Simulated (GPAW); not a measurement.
A run of GPAW 26.7.0:

File run.py:

```python
from ase import Atoms
from ase.dft.bandgap import bandgap
from ase.io import write
from ase.units import Bohr, GPa
from gpaw import GPAW, PW, setup_paths
from gpaw.elf import elf_from_dft_calculation

setup_paths.insert(0, '.')

atoms = Atoms(['V', 'V'],
              cell=[[2.6042941027, 0.0, 0.0],
                    [-1.3021470513, 2.2553848518, 0.0],
                    [0.0, 0.0, 4.723336]],
              scaled_positions=[[0.3333333333, 0.6666666667, 0.25],
                                [0.6666666667, 0.3333333333, 0.75]],
              pbc=True)
atoms.set_initial_magnetic_moments([2.0, 2.0])

calc = GPAW(mode=PW(600),
            xc='PBEsol',
            kpts={'size': (12, 12, 6), 'gamma': True},
            occupations={'name': 'fermi-dirac', 'width': 0.05},
            nbands=26,
            convergence={'density': 1e-05, 'energy': 1e-05},
            maxiter=150,
            txt='gpaw.txt')
atoms.calc = calc
energy = atoms.get_potential_energy()
forces = atoms.get_forces()
stress = atoms.get_stress()
calc.write('gs.gpw')
write('result.traj', atoms)
print(f'Energy: {energy:.6f} eV')
print('Forces (eV/A):')
print(forces.round(4))
print('Stress (GPa):', (stress / GPa).round(3))
print('Moments:', calc.get_magnetic_moments().round(3))
print('Fermi level:', round(calc.get_fermi_level(), 4), 'eV')
print(f'Gap: {bandgap(calc)[0]:.4f} eV, direct: {bandgap(calc, direct=True)[0]:.4f} eV')

# fields on the real-space grid
write('density.cube', atoms, data=calc.get_pseudo_density() * Bohr**3)
write('potential.cube', atoms, data=calc.get_electrostatic_potential())
write('spin.cube', atoms, data=(calc.get_pseudo_density(spin=0) - calc.get_pseudo_density(spin=1)) * Bohr**3)
write('elf.cube', atoms, data=elf_from_dft_calculation(calc).data)
```

Potentials or basis: PAW data sets generated in the run's folder for this functional, pw.

The run is started by

```console
$ gpaw-setup -f PBEsol V
$ OMP_NUM_THREADS=1 python run.py
```

Hardware: 1 thread of Arm Neoverse V2, on a shared host.

Task: Estimate the wall time of this run.

Result: It took 95 s on 1 thread of Arm Neoverse V2 (shared host), peak memory 0.23 GiB. Counts: scf iterations 13, plane waves 937, bands 26, k points 100.
